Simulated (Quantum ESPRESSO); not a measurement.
**CoO: relaxation of cell and atoms with PBEsol**

CoO:

```
Co O
1.0
     1.60222    0.92504    2.56647
    -1.60222    0.92504    2.56647
     0.00000   -1.85008    2.56647
Co O
1 1
Direct
  0.99898 0.99898 0.99898
  0.75102 0.75102 0.75102
```

Measurements of this composition are mostly on another form, of space group No. 225.

* Program: Quantum ESPRESSO 7.5
* Task: relaxation of cell and atoms
* Functional: PBEsol
* Potentials or basis: GBRV 1.5 PBEsol
* Cutoff: 871 eV
* Density cutoff: 7007 eV
* k mesh: 8 × 8 × 8
* Occupations: fermi-dirac, width 0.05 eV
* Spin: collinear spin, ferromagnetic start
* Starting moments: [2.0, 0.0] μB
* Target pressure: 30 GPa
* Mixing beta: 0.3
* Most SCF iterations: 120
* SCF threshold: 4e-10 Ry
* Most ionic steps: 40
* Forc conv thr: 0.0004 Ry/bohr
* Etot conv thr: 1e-05 Ry
* Ion dynamics: bfgs
* Cell dynamics: bfgs
* Press conv thr: 0.3 kbar

| Quantity | Value |
| --- | --- |
| Relaxed volume | 9.10 Å³/atom |
| Relaxed cell | a = 2.951 Å, b = 2.951 Å, c = 2.951 Å, α = 60.05°, β = 60.05°, γ = 60.05° |
| Space group after relaxing (to 0.05 Å) | F-43m (No. 216) |
| Energy change on relaxing (the enthalpy is what falls) | +89.7 meV/atom |
| Ionic steps | 12 |
| Pressure after relaxing | 30.3 GPa |
| Band gap on the k mesh | none (metal or under the smearing width) |
| Net moment | 1.63 μB per cell |
| Absolute moment | 1.65 μB per cell |
| Site moments | Co +1.33; O +0.16 μB |
| Valence electrons inside the program's atomic spheres | Co 13.81; O 5.03 |

The path:
| step | energy change (eV) | largest force (eV/Å) | pressure (GPa) | volume (Å³) |
| --- | --- | --- | --- | --- |
| 1 | 0.0000 | 0.2312 | -6.95 | 22.82 |
| 2 | 0.0889 | 0.2720 | 20.16 | 18.79 |
| 3 | 0.3030 | 0.1270 | 40.81 | 17.63 |
| 4 | 0.1740 | 0.0053 | 29.49 | 18.22 |
| 5 | 0.1790 | 0.0023 | 29.99 | 18.19 |
| 6 | 0.1792 | 0.0027 | 30.00 | 18.19 |
| 7 | 0.1793 | 0.0028 | 30.01 | 18.19 |
| 8 | 0.1793 | 0.0028 | 30.01 | 18.19 |
| 9 | 0.1794 | 0.0028 | 30.02 | 18.19 |
| 10 | 0.1794 | 0.0025 | 30.02 | 18.19 |
| 11 | 0.1794 | 0.0022 | 30.02 | 18.19 |
| 12 | 0.1793 | 0.0013 | 30.02 | 18.19 |

Final structure:
```
CELL_PARAMETERS angstrom
1.47659 0.85251 2.40841
-1.47659 0.85251 2.40841
0.00000 -1.70501 2.40841
ATOMIC_POSITIONS crystal
Co 0.00010 0.00010 0.00010
O 0.74990 0.74990 0.74990
```

Levels at points of the mesh, in eV from the Fermi level:
Spin up:
| k point | band 11 | band 12 | band 13 | band 14 | band 15 | band 16 |
| --- | --- | --- | --- | --- | --- | --- |
| (0.00, 0.00, 0.00) | 0.42 | 1.15 | 1.15 | 1.15 | 15.76 | 15.76 |
| (0.00, 0.00, -0.50) | -2.22 | -0.04 | -0.03 | 6.54 | 7.91 | 15.16 |
| (0.00, -0.50, -0.50) | -1.50 | -1.42 | -1.41 | 6.03 | 11.13 | 13.07 |
| (-0.50, -0.50, -0.50) | -2.22 | -0.03 | -0.03 | 6.53 | 7.93 | 15.14 |
Spin down:
| k point | band 9 | band 10 | band 11 | band 12 | band 13 | band 14 |
| --- | --- | --- | --- | --- | --- | --- |
| (0.00, 0.00, 0.00) | -1.16 | -1.16 | 0.65 | 2.60 | 2.60 | 2.60 |
| (0.00, 0.00, -0.50) | -0.88 | -0.88 | -0.66 | 1.37 | 1.38 | 6.76 |
| (0.00, -0.50, -0.50) | -2.24 | -0.58 | -0.38 | 0.25 | 0.26 | 6.77 |
| (-0.50, -0.50, -0.50) | -0.88 | -0.88 | -0.66 | 1.38 | 1.38 | 6.76 |

Wall time 5.7 min on 2 MPI ranks on AMD EPYC 7R13 Processor (Zen 3) (shared host), peak memory 0.38 GiB a rank.

Caveat: the volume moved by over 15 % at a fixed basis, so the end points are rough; a cell with one magnetic atom can't hold antiferromagnetic order, which such compounds often take; semilocal functionals often make such compounds metallic where correlation or magnetic order opens a gap, which also shifts bond lengths. With open d or f shells a metallic result of PBEsol can be an artefact of self-interaction; +U or a hybrid may open a gap.
